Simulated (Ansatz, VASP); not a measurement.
One calculation of Ba, two programs

```xyz
1
Lattice="2.6285 -3.4527 0.0000 2.6285 3.4527 0.0000 -2.5751 0.0000 3.5554" Properties=species:S:1:pos:R:3 pbc="T T T"
Ba    0.0000    0.0000    0.0000
```

Alike in both runs: task relaxation of cell and atoms; functional PBE; k mesh 6 × 6 × 6; occupations gaussian, width 0.1 eV; no spin polarisation.

|  | VASP | Ansatz |
| --- | --- | --- |
| version | VASP 6.6.1 | Ansatz 0.2.0 |
| potentials or method | VASP PAW PBE potentials, release 64 (Ba_sv) | scalar-relativistic, plane waves, PAW |
| plane-wave cutoff (eV) | 600 | 420 |
| valence electrons in the cell | 10 | 10 |

VASP gave:

```
gap on the k mesh at the Fermi level, each at its own relaxed structure (eV) : none
relaxed volume (Å³/atom)                                                     : 64.53
relaxed cell length with the largest relative difference (Å)                 : 4.380
energy change over the relaxation (meV/atom)                                 : -4
```

Question: Which values does Ansatz return?

Answer: gap on the k mesh at the Fermi level, each at its own relaxed structure (eV): none; relaxed volume (Å³/atom): 64.53; relaxed cell length with the largest relative difference (Å): 4.339; energy change over the relaxation (meV/atom): 0.

A gap of «none» marks a metal or a gap that the smearing closes.

The runs have no spin-orbit coupling, so splittings on Ba are missing.
